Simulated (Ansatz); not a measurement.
## SiNi₂: do energies and stresses tell the same story?

Theory: DFT PBE, scalar-relativistic, plane waves, PAW in Ansatz.

Settings: cutoff 420 eV, Γ-centred mesh 12×12×8 on the computed 6-atom cell, Gaussian smearing of 0.10 eV; no spin polarisation.

Relaxed cell: P6_3/mmc, a = 3.912 Å, b = 3.912 Å, c = 4.991 Å, α = 90.00°, β = 90.00°, γ = 120.00°, 6 atoms in the primitive cell. Whether it is the stable form of this composition wasn't checked.

Energies at zero smearing and pressures from the stress tensor, at volumes with shape and atoms relaxed:
| V (Å³/atom) | E − E(first) (meV/atom) | P (GPa) |
| --- | --- | --- |
| 9.702 | 0.00 | 34.76 |
| 10.033 | -59.98 | 23.71 |
| 10.364 | -99.01 | 14.41 |
| 10.694 | -120.39 | 6.59 |
| 11.025 | -126.93 | 0.00 |
| 11.356 | -120.97 | -5.54 |
| 11.687 | -104.52 | -10.19 |
| 12.128 | -69.16 | -15.23 |

Q: Check P = −dE/dV between neighbouring volumes, and get the bulk modulus from the pressures alone.

A: With 1 eV/Å³ = 160.2 GPa:
```tsv
middle V (Å³/atom)	−ΔE/ΔV (GPa)	mean P (GPa)
9.868	29.053	29.236
10.198	18.905	19.063
10.529	10.360	10.500
10.860	3.168	3.291
11.191	-2.886	-2.774
11.521	-7.970	-7.869
11.907	-12.846	-12.710
```

The two differ by 0.18 GPa at most. The mean of two end pressures misses the average over a step by about ΔV² P″/12, up to 0.16 GPa here; with that taken off 0.03 GPa remains. The stress is the derivative of the free energy, not of the energy at zero smearing, and with free energies 0.00 GPa remains. Around V = 11.025 Å³/atom, the two neighbours give B = −V ΔP/ΔV = 11.025 × 12.13 / 0.662 = 202.2 GPa, against B0 = 201.0 GPa from the Birch–Murnaghan fit of the energies.

A ferromagnetic start lost its moments in a first run, so spin was left out; other magnetic orders weren't tried.